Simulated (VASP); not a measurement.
# Si (Fd-3m) in VASP: settings compared

One crystal, Si, is run at these levels: PBE, LDA; tasks: G0W0 quasiparticle levels.

All numbers are computed with VASP 6.6.1; they aren't measurements. Logs are shortened: lines on timing, memory, paths and dates and some standing lists are left out, and cuts for length are marked.

### Step 1. The structure

It takes space group Fd-3m (No. 227, cubic). Conventional cell: a = 5.444 Å, b = 5.444 Å, c = 5.444 Å, α = 90.00°, β = 90.00°, γ = 90.00°. Around Si (site symmetry -43m) lie 4 Si at 2.36 Å.

### Step 2. G0W0 quasiparticle levels, PBE

The input, POSCAR:

```
Si
1.0
    0.0000000000      2.7218511865      2.7218511865
    2.7218511865      0.0000000000      2.7218511865
    2.7218511865      2.7218511865      0.0000000000
Si
2
Direct
    0.5000000000      0.5000000000      0.5000000000
    0.7500000000      0.7500000000      0.7500000000
```

The input, INCAR.step1:

```
  PREC = Accurate
  ENCUT = 450
  EDIFF = 1E-8
  ISMEAR = 0
  SIGMA = 0.01
  LREAL = False
  LASPH = True
  NELM = 100
  ALGO = Fast
  LWAVE = True
  LCHARG = False
  GGA = PE
```

The input, INCAR.step2:

```
  PREC = Accurate
  ENCUT = 450
  EDIFF = 1E-8
  ISMEAR = 0
  SIGMA = 0.01
  LREAL = False
  LASPH = True
  NELM = 1
  ALGO = Exact
  LWAVE = True
  LCHARG = False
  GGA = PE
  NBANDS = 124
  LOPTICS = True
  ISTART = 1
```

The input, INCAR.step3:

```
  PREC = Accurate
  ENCUT = 450
  EDIFF = 1E-8
  ISMEAR = 0
  SIGMA = 0.01
  LREAL = False
  LASPH = True
  ALGO = EVGW0
  LWAVE = False
  LCHARG = False
  GGA = PE
  NELMGW = 1
  NBANDS = 124
  ENCUTGW = 120
  NOMEGA = 50
  PRECFOCK = Fast
  ISTART = 1
  NBANDSGW = 12
```

The input, KPOINTS:

```
regular mesh
0
Gamma
  4 4 4
```

Potentials or basis: VASP PAW PBE potentials, release 64 (Si_GW).

Started as:

```
$ cat potpaw_PBE.64/Si_GW/POTCAR > POTCAR
$ cp INCAR.step1 INCAR
$ mpirun -np 1 vasp_std > vasp.out
$ cp INCAR.step2 INCAR
$ mpirun -np 1 vasp_std > vasp.out
$ cp INCAR.step3 INCAR
$ mpirun -np 1 vasp_std > vasp.out
```

OUTCAR:

```text
PREC = Accurate
   ENCUT = 450
   EDIFF = 1E-8
   ISMEAR = 0
   LREAL = False
   LASPH = True
   GGA = PE
   NELMGW = 1
   ENCUTGW = 120
   PRECFOCK = Fast
   ISTART = 1

 ion  position               nearest neighbor table
   1  0.500  0.500  0.500-   2 2.36   2 2.36   2 2.36   2 2.36
   2  0.750  0.750  0.750-   1 2.36   1 2.36   1 2.36   1 2.36

  LATTYP: Found a face centered cubic cell.
 ALAT       =     5.4437023730

  Lattice vectors:

 A1 = (   0.0000000000,   2.7218511865,   2.7218511865)
 A2 = (   2.7218511865,   0.0000000000,   2.7218511865)
 A3 = (   2.7218511865,   2.7218511865,   0.0000000000)

Analysis of symmetry for initial positions (statically):
=====================================================================
 Subroutine PRICEL returns:
 Original cell was already a primitive cell.

 Routine SETGRP: Setting up the symmetry group for a
 face centered cubic supercell.

 Subroutine GETGRP returns: Found 48 space group operations
 (whereof 24 operations were pure point group operations)
 out of a pool of 48 trial point group operations.

The static configuration has the point symmetry T_d .
 The point group associated with its full space group is O_h .

Analysis of symmetry for dynamics (positions and initial velocities):
=====================================================================
 Subroutine PRICEL returns:
 Original cell was already a primitive cell.

 Routine SETGRP: Setting up the symmetry group for a
 face centered cubic supercell.

 Subroutine GETGRP returns: Found 48 space group operations
 (whereof 24 operations were pure point group operations)
 out of a pool of 48 trial point group operations.

The dynamic configuration has the point symmetry T_d .
 The point group associated with its full space group is O_h .

 Subroutine INISYM returns: Found 48 space group operations
 (whereof 24 operations are pure point group operations),
 and found     1 'primitive' translations

----------------------------------------------------------------------------------------

                                     Primitive cell

  volume of cell :      40.3295

  direct lattice vectors                    reciprocal lattice vectors
     0.000000000  2.721851186  2.721851186    -0.183698507  0.183698507  0.183698507
     2.721851186  0.000000000  2.721851186     0.183698507 -0.183698507  0.183698507
     2.721851186  2.721851186  0.000000000     0.183698507  0.183698507 -0.183698507

  length of vectors
     3.849278863  3.849278863  3.849278863     0.318175148  0.318175148  0.318175148

  position of ions in fractional coordinates (direct lattice)
     0.500000000  0.500000000  0.500000000
     0.750000000  0.750000000  0.750000000

  ion indices of the primitive-cell ions
   primitive index   ion index
                 1           1
                 2           2

----------------------------------------------------------------------------------------

 KPOINTS: regular mesh

Automatic generation of k-mesh.
 Grid dimensions read from file:
 generate k-points for:    4    4    4

 Generating k-lattice:

  Cartesian coordinates                     Fractional coordinates (reciprocal lattice)
    -0.045924627  0.045924627  0.045924627     0.250000000  0.000000000  0.000000000
     0.045924627 -0.045924627  0.045924627     0.000000000  0.250000000  0.000000000
     0.045924627  0.045924627 -0.045924627     0.000000000  0.000000000  0.250000000

  Length of vectors
     0.079543787  0.079543787  0.079543787

  Shift w.r.t. Gamma in fractional coordinates (k-lattice)
     0.000000000  0.000000000  0.000000000

 Subroutine IBZKPT returns following result:
 ===========================================

 Found      8 irreducible k-points:

 Following reciprocal coordinates:
            Coordinates               Weight
  0.000000  0.000000  0.000000      1.000000
  0.250000  0.000000  0.000000      8.000000
  0.500000  0.000000  0.000000      4.000000
  0.250000  0.250000  0.000000      6.000000
  0.500000  0.250000  0.000000     24.000000
 -0.250000  0.250000  0.000000     12.000000
  0.500000  0.500000  0.000000      3.000000
 -0.250000  0.500000  0.250000      6.000000
   k-points           NKPTS =      8   k-points in BZ     NKDIM =     64   number of bands    NBANDS=    124
   number of dos      NEDOS =    301   number of ions     NIONS =      2
   total plane-waves  NPLWV =  21952
   dimension x,y,z NGX =    28 NGY =   28 NGZ =   28
   dimension x,y,z NGXF=    56 NGYF=   56 NGZF=   56
   ions per type =               2
   NGX,Y,Z   is equivalent  to a cutoff of  12.09, 12.09, 12.09 a.u.
   NGXF,Y,Z  is equivalent  to a cutoff of  24.19, 24.19, 24.19 a.u.
 SYSTEM =  unknown system
   PREC   = accura    normal or accurate (medium, high low for compatibility)
   ISTART =      1    job   : 0-new  1-cont  2-samecut
   ICHARG =      0    charge: 1-file 2-atom 10-const
   ISPIN  =      1    spin polarized calculation?
   LNONCOLLINEAR =      F non collinear calculations
   LSORBIT =      F    spin-orbit coupling
   LASPH  =      T    aspherical Exc in radial PAW
   ENCUT  =  450.0 eV  33.07 Ry    5.75 a.u.   6.66  6.66  6.66*2*pi/ulx,y,z
   NELM   =     60;   NELMIN=  2; NELMDL=  0     # of ELM steps
   EDIFF  = 0.1E-07   stopping-criterion for ELM
   LREAL  =      F    real-space projection
   EDIFFG = 0.1E-06   stopping-criterion for IOM
   NSW    =      0    number of steps for IOM
   IBRION =     -1    ionic relax: 0-MD 1-quasi-New 2-CG
   NFREE  =      0    steps in history (QN), initial steepest desc. (CG)
   ISIF   =      0    stress and relaxation
   ISYM   =      3    0-nonsym 1-usesym 2-fastsym
   POTIM  = 0.5000    time-step for ionic-motion
   TEBEG  =    0.0;   TEEND  =   0.0 temperature during run
   PSTRESS=    0.0 pullay stress
   NELECT =       8.0000    total number of electrons
   NUPDOWN=      -1.0000    fix difference up-down
   EMIN   =  10.00;   EMAX   =-10.00  energy-range for DOS
   EFERMI =   0.00;   METHOD = LEGACY
   ISMEAR =     0;   SIGMA  =   0.01  broadening in eV -4-tet -1-fermi 0-gaus
   EFERMI_NEDOS =   21; number of points for ismear=-14 and -15
   IALGO  =     38    algorithm
   IMIX   =      4    mixing-type and parameters
     AMIX     =   0.40;   BMIX     =  1.00
     AMIX_MAG =   1.60;   BMIX_MAG =  1.00
  volume/ion in A,a.u.               =      20.16       136.08
  Fermi-wavevector in a.u.,A,eV,Ry     =   0.954766  1.804247 12.402783  0.911579
  Thomas-Fermi vector in A             =   2.083543
   LORBIT       =      0    0 simple, 1 ext, 2 COOP (PROOUT), +10 PAW based schemes
   GGA     = PE    functional components
   LHFCALC =     T    Hartree Fock is set to
   PRECFOCK=fast      Normal, Fast or Accurate (Low or Medium for compatibility)
   ENCUT4O =  -1.0   cutoff for four orbital integrals eV
   NKREDX  =     1    reduce k-point grid by
   NKREDY  =     1    reduce k-point grid by
   NKREDZ  =     1    reduce k-point grid by
   AEXX    =    1.0000 exact exchange contribution
   HFSCREEN=    0.0000 screening length (either q_TF or 0.3 A-1)
   HFSCREENC=   0.0000 screening length for correlation (either q_TF or 0.3 A-1)
   ENCUTFOCK=  -1.0 apply spherical cutoff to Coloumb kernel
   IVDW    =     0    specifies the selected vdW correction
   LEPSILON=     F    determine dielectric tensor
   LRPA    =     F    only Hartree local field effects (RPA)
   LRPAFORCE           =     F    calculate RPA forces
   ENCUTGW             = 120.0    cutoff for response function in eV
   ENCUTGWSOFT         =  96.0    soft cutoff for Coulomb kernel in GW response function in eV
   ENCUTLF             =  -1.0    cutoff for local field effects
   NELMGW              =     1    number of iterations in solving QP/BSE equation
   NELMHF              =     1    number of iterations in the inner HF iteration
   NKREDLFX            =     1    NKREDLFY  =   1   NKREDLFZ  =   1
 non-spin polarized calculation
 Gauss-broadening in eV      SIGMA  =   0.01
  energy-cutoff  :      450.00
  volume of cell :       40.33
 maximum number of plane-waves:       893
 NGX is ok and might be reduce to    28
  NGX = 16; NGY = 16; NGZ = 16
   NGX = 13   NGY = 13   NGZ = 13
 maximum number of plane-waves:       125
 NGX is ok and might be reduce to    14

 QP shifts <psi_nk| G(iteration)W_0 |psi_nk>: iteration 1
 for sc-GW calculations column KS-energies equals QP-energies in previous step
 and V_xc(KS)=  KS-energies - (<T + V_ion + V_H > + <T+V_H+V_ion>^1  + <V_x>^1)

 k-point   1 :       0.0000    0.0000    0.0000
  band No.  KS-energies  QP-energies   sigma(KS)   V_xc(KS)     V^pw_x(r,r')   Z            occupation Imag(sigma)

      1      -6.4847      -6.9462     -11.1282     -10.4406     -17.4669       0.6713       2.0000       1.1981
      2       5.4367       4.9658     -12.0248     -11.4016     -13.0150       0.7554       2.0000       0.0820
      3       5.4367       4.9658     -12.0248     -11.4016     -13.0150       0.7554       2.0000       0.0820
      4       5.4367       4.9658     -12.0248     -11.4016     -13.0150       0.7554       2.0000       0.0820
      5       7.9779       8.1221      -9.8920     -10.0847      -5.5644       0.7485       0.0000      -0.0570
      6       7.9779       8.1221      -9.8920     -10.0847      -5.5644       0.7485       0.0000      -0.0570
      7       7.9779       8.1221      -9.8920     -10.0847      -5.5644       0.7485       0.0000      -0.0570
      8       8.7173       8.9980     -10.6712     -11.0474      -5.8596       0.7461       0.0000      -0.0743
      9      13.1363      13.3483      -9.7016      -9.9890      -4.1863       0.7375       0.0000      -0.1894
     10      13.1363      13.3483      -9.7016      -9.9890      -4.1863       0.7375       0.0000      -0.1894
     11      13.3639      13.1433      -7.9941      -7.7060      -2.5880       0.7659       0.0000      -0.2837
     12      16.6395      16.4717      -8.5284      -8.3080      -2.2329       0.7615       0.0000      -0.5789

 k-point   2 :       0.2500    0.0000    0.0000
  band No.  KS-energies  QP-energies   sigma(KS)   V_xc(KS)     V^pw_x(r,r')   Z            occupation Imag(sigma)

      1      -5.6896      -6.1569     -11.2203     -10.5222     -17.2085       0.6694       2.0000       1.0605
      2       1.5154       1.0025     -11.4119     -10.7015     -13.7795       0.7219       2.0000       0.1480
      3       4.6778       4.1963     -11.8036     -11.1622     -12.9759       0.7507       2.0000       0.0846
      4       4.6778       4.1963     -11.8036     -11.1622     -12.9759       0.7507       2.0000       0.0846
      5       7.4301       7.5596      -9.9710     -10.1422      -5.6936       0.7565       0.0000      -0.0532
      6       8.9195       9.0716      -9.9178     -10.1208      -5.3252       0.7491       0.0000      -0.0876
      7       8.9195       9.0716      -9.9178     -10.1208      -5.3252       0.7491       0.0000      -0.0876
      8      12.2946      12.4586     -10.3829     -10.6069      -4.8285       0.7323       0.0000      -0.2056
      9      12.6125      12.7331      -9.4315      -9.5935      -3.9920       0.7445       0.0000      -0.2201
     10      12.6125      12.7331      -9.4315      -9.5935      -3.9920       0.7445       0.0000      -0.2201
     11      14.3977      14.1966      -8.1324      -7.8639      -2.4037       0.7493       0.0000      -0.3484
     12      17.2258      17.1229      -8.8112      -8.6713      -2.5942       0.7357       0.0000      -0.5463
[... 68 lines left out ...]
      1      -2.3637      -2.8340     -11.5333     -10.8563     -16.0046       0.6946       2.0000       0.5486
      2      -2.3637      -2.8340     -11.5333     -10.8563     -16.0046       0.6946       2.0000       0.5486
      3       2.5937       2.0447     -11.3981     -10.6466     -13.4155       0.7306       2.0000       0.1103
      4       2.5937       2.0447     -11.3981     -10.6466     -13.4155       0.7306       2.0000       0.1103
      5       6.1438       6.1308      -8.9712      -8.9544      -5.0222       0.7719       0.0000      -0.0552
      6       6.1438       6.1308      -8.9712      -8.9544      -5.0222       0.7719       0.0000      -0.0552
      7      15.4722      15.6236     -10.5499     -10.7607      -3.6990       0.7182       0.0000      -0.5345
      8      15.4722      15.6236     -10.5499     -10.7607      -3.6990       0.7182       0.0000      -0.5345
      9      16.3846      16.5131     -10.3237     -10.4968      -3.9868       0.7427       0.0000      -0.5455
     10      16.3846      16.5131     -10.3237     -10.4968      -3.9868       0.7427       0.0000      -0.5455
     11      17.9121      18.0609      -9.9009     -10.1014      -3.2827       0.7421       0.0000      -0.7128
     12      17.9121      18.0609      -9.9009     -10.1014      -3.2827       0.7421       0.0000      -0.7128

 k-point   8 :      -0.2500    0.5000    0.2500
  band No.  KS-energies  QP-energies   sigma(KS)   V_xc(KS)     V^pw_x(r,r')   Z            occupation Imag(sigma)

      1      -2.2022      -2.6626     -11.6436     -10.9802     -16.0628       0.6940       2.0000       0.5300
      2      -2.2022      -2.6626     -11.6436     -10.9802     -16.0628       0.6940       2.0000       0.5300
      3       1.6015       1.0377     -10.7778     -10.0065     -12.9031       0.7309       2.0000       0.1283
      4       1.6015       1.0377     -10.7778     -10.0065     -12.9031       0.7309       2.0000       0.1283
      5       9.6977       9.7186      -9.5374      -9.5652      -4.8833       0.7551       0.0000      -0.1063
      6       9.6977       9.7186      -9.5374      -9.5652      -4.8833       0.7551       0.0000      -0.1063
      7      10.3986      10.5677      -9.8791     -10.1070      -4.6788       0.7421       0.0000      -0.1475
      8      10.3986      10.5677      -9.8791     -10.1070      -4.6788       0.7421       0.0000      -0.1475
      9      15.9633      16.1091     -10.4910     -10.6909      -3.8811       0.7291       0.0000      -0.5433
     10      15.9633      16.1091     -10.4910     -10.6909      -3.8811       0.7291       0.0000      -0.5433
     11      18.4037      18.5634     -10.2072     -10.4242      -3.3866       0.7359       0.0000      -0.7434
     12      18.4037      18.5634     -10.2072     -10.4242      -3.3866       0.7359       0.0000      -0.7434
```

Run time: 77 s. Hardware: 1 thread of Intel Xeon Platinum 8259CL at 2.50GHz (Skylake/Cascade Lake), shared host; peak memory 0.31 GiB.

What came out:

```
Band gap on the k mesh, mean-field level : 0.71 eV, indirect (least direct gap 2.54 eV)
Quasiparticle gap                        : 1.17 eV
Least direct quasiparticle gap           : 3.16 eV
```

Caveat: the k mesh is coarse (spacing up to 0.50 Å⁻¹), so the values aren't converged; bands, screening cutoff and mesh are small and nothing is extrapolated, so the quasiparticle values aren't converged. A k mesh can miss the band edges.

(Part 1 of 2 ends here.)
